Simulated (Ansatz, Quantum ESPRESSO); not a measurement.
**Equation of state of B2 RuAl**

How stiff is B2 RuAl under hydrostatic load? Each row relaxes cell and atoms at a set pressure. The phase is followed to these pressures whether or not it stays the stable one.

Calculated with Ansatz 0.2.0, PBEsol, PAW files of the set soft_1, cutoff 600 eV, Fermi–Dirac smearing 0.05 eV, k-mesh 15×15×15, no spin polarisation, no spin-orbit coupling.

Reference cell, relaxed at zero pressure with PBEsol (Pm-3m): a = 2.9757 Å, b = 2.9757 Å, c = 2.9757 Å, α = 90.00°, β = 90.00°, γ = 90.00°.

```
atom       x       y       z
  Ru  0.5000  0.5000  0.5000
  Al  0.0000  0.0000  0.0000
```

```
V (Å³/atom)    V/V0  P (GPa)  E − E0 (meV/atom)
    13.4272  1.0192   −4.000                3.2
    12.8917  0.9785    5.000                4.3
    12.6384  0.9593    9.995               16.1
    12.4085  0.9418   14.998               34.0
    11.8260  0.8976   30.001              114.7
```

V0 = 13.1748 Å³ an atom, where the residual pressure P0 is −0.003 GPa. **Question.** Fit the Birch–Murnaghan law and give the pressure and the energy at V = 12.1986 Å³ an atom, a row left out above.

With the Eulerian strain f = ½[(V0/V)^(2/3) − 1] and F = (P − P0)/[3f(1 + 2f)^(5/2)], the third-order law is the line F = B0 + (3/2) B0 (B′ − 4) f.

```
       f  F (GPa)
 0.03733   223.78
 0.02038   222.04
 0.01405   221.34
 0.00729   220.52
−0.00629   218.77
```

A straight line through the 5 rows: the means are 0.01455 for f and 221.29 for F, Σ(Δx)² = 0.00104 and ΣΔxΔy = 0.1192, so the slope is 0.1192/0.00104 = 114.57 and the intercept 221.29 − (114.57)(0.01455) = 219.62.

Hence B0 = 219.6 GPa and B′ = 4 + (114.6)/(1.5 × 219.6) = 4.35. For the withheld volume f = 0.02633, F = 222.64 GPa and P = 19.99 GPa. The run itself gives 20.00 GPa, so the estimate misses by 0.01 GPa, a rounding's worth.

Integrating the same law gives E − E0 = (9/2) B0 V0 f²[1 + (B′ − 4) f] + P0(V0 − V), with 1 GPa Å³ = 6.2415 meV: 56.8 meV an atom. The run itself gives 56.9 meV, so the estimate misses by 0.1 meV, a rounding's worth.

The same fit over all rows at other levels or in other programs gives B0 = 220 GPa with PBEsol (Quantum ESPRESSO, GBRV).

[Logs are printed without paths, hosts, clocks, repeated set-up lines and the standing remarks that a program may print on its own settings, such as how far it seeks lower states.]
